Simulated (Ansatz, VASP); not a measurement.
One calculation of SrO, two programs

```
Sr O
1.0
     3.58889    0.00000    0.00000
    -1.79445    3.10807    0.00000
     0.00000    0.00000    6.30774
Sr O
2 2
Direct
  0.00000 0.00000 0.00000
  0.00000 0.00000 0.50000
  0.33333 0.66667 0.25000
  0.66667 0.33333 0.75000
```

Alike in both runs: task single point; functional PBE; k mesh 6 × 6 × 4; no spin polarisation.

|  | VASP | Ansatz |
| --- | --- | --- |
| version | VASP 6.6.1 | Ansatz 0.2.0 |
| potentials or method | VASP PAW PBE potentials, release 64 (Sr_sv, O) | plane waves, PAW |
| plane-wave cutoff (eV) | 520 | 420 |
| occupations | gaussian, width 0.01 eV | fixed |
| valence electrons in the cell | 32 | 32 |

```tsv
	VASP	Ansatz	Ansatz less VASP
gap on the k mesh at the Fermi level (eV)	3.33	3.36	+0.035
pressure (GPa)	0.5	0.0	-0.54
largest component of the traceless stress (GPa)	0.11	0.01	-0.099
```

A k mesh can miss the band edges.
